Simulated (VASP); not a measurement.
Here is a VASP 6.6.1 calculation.

The input INCAR:

```
SYSTEM = MoS2
PREC = Accurate
ENCUT = 520
EDIFF = 1E-7
ISMEAR = 0
SIGMA = 0.05
LREAL = .False.
LASPH = .True.
NELM = 150
ALGO = Normal
ISIF = 2
LWAVE = .False.
LCHARG = .False.
ISPIN = 2
MAGMOM = 2 0 0
LORBIT = 11
LMAXMIX = 4
LDAU = .True.
LDAUTYPE = 2
LDAUL = 2 -1
LDAUU = 4 0
LDAUJ = 0 0
LDAUPRINT = 1
GGA = PE
NBANDS = 24
```

Contents of KPOINTS:

```
regular mesh
0
Gamma
  7 7 7
  0 0 0
```

File POSCAR:

```
MoS2
1.0
    1.5855002900      0.9153890200      6.1149982500
   -1.5855002900      0.9153890200      6.1149982500
    0.0000000000     -1.8307780400      6.1149982500
Mo S
1 2
Direct
    0.0000000000      0.0000000000      0.0000000000
    0.7500000000      0.7500000000      0.7500000000
    0.2500000000      0.2500000000      0.2500000000
```

Potentials or basis: VASP PAW PBE potentials, release 64 (Mo_sv, S).

The run is started by

```sh
$ cat potpaw_PBE.64/Mo_sv/POTCAR potpaw_PBE.64/S/POTCAR > POTCAR
$ mpirun -np 1 vasp_std > vasp.out
```

Problem. What does it give for the site moments?

Solution. Mo +0.12; S +0.01 μB.

Problem. Estimate the net moment.

Solution. 0.15 μB per cell.

Eigenvalues of the final occupation matrices:
```
    site  spin  trace               eigenvalues
site 1 d     1   2.02  0.37 0.37 0.37 0.46 0.46
site 1 d     2   1.90  0.34 0.34 0.40 0.42 0.42
```

 The state reached can hang on the start; a lower one may exist.
